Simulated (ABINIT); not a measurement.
The system is KTaO3.

```
CELL_PARAMETERS angstrom
3.98830 0.00000 0.00000
0.00000 3.98830 0.00000
0.00000 0.00000 3.98830
ATOMIC_POSITIONS crystal
Ta 0.00000 0.00000 0.00000
K 0.50000 0.50000 0.50000
O 0.00000 0.00000 0.50000
O 0.00000 0.50000 0.00000
O 0.50000 0.00000 0.00000
```

Base run:

| Property | Result |
| --- | --- |
| Program | ABINIT 10.8.3 (patched build) |
| Functional | RPBE |
| Potentials or basis | JTH PAW PBE v2.0 |
| Cutoff | 626 eV |
| k mesh | 7 × 7 × 7 |
| Occupations | fermi-dirac, width 0.05 eV |
| Spin | no spin polarisation |

Its results: band gap on the k mesh 2.29 eV, indirect (least direct gap 2.85 eV); pressure 9.9 GPa.

**Question.** After a change of settings the same cell gave: band gap on the k mesh 2.28 eV, indirect (least direct gap 2.83 eV); pressure 8.8 GPa. Which change was it?
A. functional from RPBE to LDA-PZ; potentials or basis from JTH PAW PBE v2.0 to JTH PAW LDA v2.0
B. functional from RPBE to PBE; k mesh from 7 × 7 × 7 to 6 × 6 × 6
C. functional from RPBE to PBE
D. functional from RPBE to revPBE

**Answer.** D.

Caveats: the PAW data sets were made with another functional, which shifts forces and pressure a little; spin-orbit coupling is left out, which moves the levels of the heavy elements.

Not every run made on this cell is shown here.
